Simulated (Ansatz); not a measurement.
# C: the cost of one run

Program: Ansatz 0.2.0. Level of theory: DFT PBE+D3(BJ), scalar-relativistic, plane waves, PAW. These are calculated values, not measurements.

The COD entry's cell or inner coordinates are ideal or old and differ from later refinements, so a difference from it is no clean test against experiment.

5 further runs of the same task are left out: 5 set aside as unsound or not needed.

## Step 1: The structure to begin with

The structure is hexagonal, space group P6_3/mmc (No. 194). The conventional cell has a = 2.465 Å, b = 2.465 Å, c = 6.738 Å, α = 90.00°, β = 90.00°, γ = 120.00°. C (site symmetry -6m2) is surrounded by 3 C at 1.42 Å.

Coordinates:

```xyz
4
Lattice="2.4650 0.0000 0.0000 -1.2325 2.1347 0.0000 0.0000 0.0000 6.7384" Properties=species:S:1:pos:R:3 pbc="T T T"
C     0.0000    0.0000    0.0168
C     0.0000    0.0000    3.3861
C     0.0000    1.4232    0.0168
C     1.2325    0.7116    3.3861
```

This cell was relaxed beforehand with the same method: volume 8.86 Å³/atom, gap on the mesh none (metal).

## Step 2: Phonons at the zone centre

Input file input.yaml:

```yaml
crystal:
  lattice:
    - [2.4649796689, 0.0, 0.0]
    - [-1.2324898345, 2.1347350131, 0.0]
    - [0.0, 0.0, 6.7384331569]
  atoms:
    - { symbol: C, position: [0.0, 0.0, 0.0025] }
    - { symbol: C, position: [0.0, 0.0, 0.5025] }
    - { symbol: C, position: [0.3333333333, 0.6666666667, 0.0025] }
    - { symbol: C, position: [0.6666666667, 0.3333333333, 0.5025] }
basis:
  ecutwfc: 420
kpoints:
  mp_grid: { grid: [18, 18, 6] }
hamiltonian:
  xc: pbe
  dispersion: d3bj
scf:
  occupations: { method: fermi_dirac, width: 0.15 }
output:
  eigenvalues: true
phonons:
  method: dfpt
  eigenvectors: true
```

On the command line:

```bash
$ ansatz run input.yaml --threads 1 --pin off --max-ram 3072MiB --backend cpu --events-out ev --progress --plain --runs-dir out
```

**Question.** How long does this run take on 1 thread of AMD EPYC 9R45 (Zen 5), shared host, and how much memory does it need?

About 26 s, with a peak of 1 GiB.
